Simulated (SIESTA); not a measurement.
**WS2 under changes of volume**

One of the cells (18.099 Å³/atom); the others are scaled copies at fixed shape and fractional positions:

```
W S
1.0
     1.58946    0.91767    6.20415
    -1.58946    0.91767    6.20415
     0.00000   -1.83535    6.20415
W S
1 2
Direct
  0.00000 0.00000 0.00000
  0.58100 0.58100 0.58100
  0.75030 0.75030 0.75030
```

Measurements of this composition are mostly on another form, of space group No. 194.

```yaml
Program: SIESTA 5.4.2
Functional: PBEsol
Potentials_or_basis: PseudoDojo 0.4 standard (PBEsol files)
Basis: DZP (energy shift 0.003 Ry; two zetas on semicore shells)
Grid_cutoff: 800 Ry
Energy_shift: 0.003 Ry
k_mesh: 10 × 10 × 10
Occupations: fermi-dirac, width 0.05 eV
Spin: no spin polarisation
```

| volume (Å³/atom) | energy over the lowest point (meV/atom) | pressure (GPa) | gap on the mesh (eV) | largest force (eV/Å) |
| --- | --- | --- | --- | --- |
| 16.679 | 58.23 | 15.2 | 1.03 | 2.046 |
| 17.034 | 29.88 | 10.5 | 1.05 | 1.565 |
| 17.389 | ? | ? | ? | ? |
| 18.099 | 0.00 | -0.9 | 1.11 | 0.602 |
| 18.454 | 5.46 | -4.0 | 1.12 | 0.599 |
| 18.809 | 17.36 | -6.7 | 1.13 | 0.901 |

Task: What does the run at 17.389 Å³/atom give?

Result: Energy over the lowest point 11.34 meV/atom; pressure 6.3 GPa; gap on the mesh 1.07 eV; largest force 1.122 eV/Å.

Worked out: A Birch-Murnaghan fit of order 3 (a polynomial in V^(-2/3)) to the other rows has its minimum at 18.00 Å³/atom with B0 = V·E''(V) = 169 GPa and B' = 4.3 at fixed shape and positions, which overstates the stiffness. It gives 11.37 meV/atom at 17.389 Å³/atom, against the run's 11.34, and -dE/dV = 6.3 GPa, against 6.3. A straight line through the other rows of the gap, of slope 0.861 eV per unit of ln V, gives 1.07 eV, against the run's 1.07.

Energies are extrapolated to zero smearing.

Caveats: short orbitals over semicore shells can move pressures by several GPa; spin-orbit coupling is left out, which moves the levels of the heavy elements; the basis of atomic orbitals isn't converged, which shifts pressures, moduli and gaps; forces of over 1 eV/Å show positions far from the minimum, so gaps and moduli don't describe the material at rest (some runs).

A mesh can miss the band edges.
